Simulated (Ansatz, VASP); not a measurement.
**SrTiO3 (nc): VASP beside Ansatz**

```
CELL_PARAMETERS angstrom
3.93569 0.00000 0.00000
0.00000 3.93569 0.00000
0.00000 0.00000 3.93569
ATOMIC_POSITIONS crystal
Sr 0.50000 0.50000 0.50000
Ti 0.00000 0.00000 0.00000
O 0.50000 0.00000 0.00000
O 0.00000 0.50000 0.00000
O 0.00000 0.00000 0.50000
```

Alike in both runs: functional PBE; k mesh 8 × 8 × 8; occupations gaussian, width 0.02 eV; no spin polarisation.

Ansatz relaxed the structure, and its values are those at the end. VASP's run is a single point on that final structure, the one shown.

```csv
,VASP,Ansatz
version,VASP 6.6.1,Ansatz 0.2.0
potentials or method,"VASP PAW PBE potentials, release 64 (Sr_sv, Ti_sv, O)","scalar-relativistic, plane waves, norm-conserving pseudopotentials"
plane-wave cutoff (eV),520,1240
valence electrons in the cell,40,40
```

```tsv
	VASP	Ansatz	Ansatz less VASP
gap on the k mesh at the Fermi level (eV)	1.81	1.84	+0.031
least direct gap on the mesh (eV)	2.18	2.21	+0.026
pressure (GPa)	0.7	0.0	-0.74
```

A k mesh can miss the band edges.
